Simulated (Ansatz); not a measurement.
**Li under changes of volume**

One of the cells (21.609 Å³/atom); the others are scaled copies at fixed shape and fractional positions:

```
Li
1.0
    -1.75465    1.75465    1.75465
     1.75465   -1.75465    1.75465
     1.75465    1.75465   -1.75465
Li
1
Cartesian
  0.0000 0.0000 0.0000
```

```yaml
Program: Ansatz 0.2.0
Functional: PBE0
Potentials_or_basis: Ansatz PAW
Cutoff: "420 eV (not typed: the program's choice for these potentials)"
k_mesh: 6 × 6 × 6
Occupations: fermi-dirac, width 0.05 eV
Spin: no spin polarisation
```

```tsv
volume (Å³/atom)	energy over the lowest point (meV/atom)	pressure (GPa)
20.312	1.16	0.5
20.744	?	?
21.177	0.00	-0.1
21.609	0.51	-0.3
22.041	1.66	-0.5
22.473	3.40	-0.8
22.905	5.68	-0.9
```

Problem. What does the run at 20.744 Å³/atom give?

Solution. Energy over the lowest point 0.20 meV/atom; pressure 0.2 GPa.

Worked out: A Birch-Murnaghan fit of order 3 (a polynomial in V^(-2/3)) to the other rows has its minimum at 21.07 Å³/atom with B0 = V·E''(V) = 13.0 GPa and B' = 3.3. It gives 0.20 meV/atom at 20.744 Å³/atom, against the run's 0.20, and -dE/dV = 0.2 GPa, against 0.2.

Energies are extrapolated to zero smearing.

Caveats: all runs use coarse meshes; the PAW data sets were made with another functional, which shifts forces and pressure a little; the thresholds are loose for stress.
